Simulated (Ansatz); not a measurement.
## MgI2 under changes of volume

One of the cells (34.041 Å³/atom); the others are scaled copies at fixed shape and fractional positions:

```xyz
3
Lattice="4.1400 0.0000 0.0000 -2.0700 3.5853 0.0000 0.0000 0.0000 6.8800" Properties=species:S:1:pos:R:3 pbc="T T T"
I     2.0700    1.1951    5.1600
I     0.0000    2.3902    1.7200
Mg    0.0000    0.0000    0.0000
```

```yaml
Program: Ansatz 0.2.0
Functional: LDA
Potentials_or_basis: all-electron LAPW, scalar-relativistic
Cutoff: 154 eV (chosen from the basis error)
Basis_error_allowed: 0.002 eV/atom
k_mesh: 8 × 8 × 4
Occupations: fermi-dirac, width 0.05 eV
Spin: no spin polarisation
```

| volume (Å³/atom) | energy over the lowest point (meV/atom) | pressure (GPa) | gap on the mesh (eV) | largest force (eV/Å) |
| --- | --- | --- | --- | --- |
| 31.998 | 0.00 | -0.1 | 3.38 | 0.106 |
| 32.679 | 2.07 | -0.8 | 3.37 | 0.202 |
| 33.360 | 6.94 | -1.4 | 3.35 | 0.291 |
| 34.041 | 14.29 | -2.0 | 3.33 | 0.373 |
| 34.722 | 23.85 | -2.5 | 3.29 | 0.450 |
| 35.402 | ? | ? | ? | ? |
| 36.083 | 48.60 | -3.3 | 3.14 | 0.587 |

Question: What does the run at 35.402 Å³/atom give?

Answer: Energy over the lowest point 35.38 meV/atom; pressure -2.9 GPa; gap on the mesh 3.21 eV; largest force 0.521 eV/Å.

Worked out: A Birch-Murnaghan fit of order 3 (a polynomial in V^(-2/3)) to the other rows has its minimum at 31.88 Å³/atom, just outside them, with B0 = V·E''(V) = 35 GPa and B' = 4.6 at fixed shape and positions, which overstates the stiffness. It gives 35.35 meV/atom at 35.402 Å³/atom, against the run's 35.38, and -dE/dV = -2.9 GPa, against -2.9. A parabola through the other rows of the gap, of slope -3.54 eV per unit of ln V there, gives 3.22 eV, against the run's 3.21.

Energies are extrapolated to zero smearing.

Caveats: spin-orbit coupling is left out, which moves the levels of the heavy elements; the cell's inner coordinates are idealised or old, which leaves forces on the atoms.

A mesh can miss the band edges.
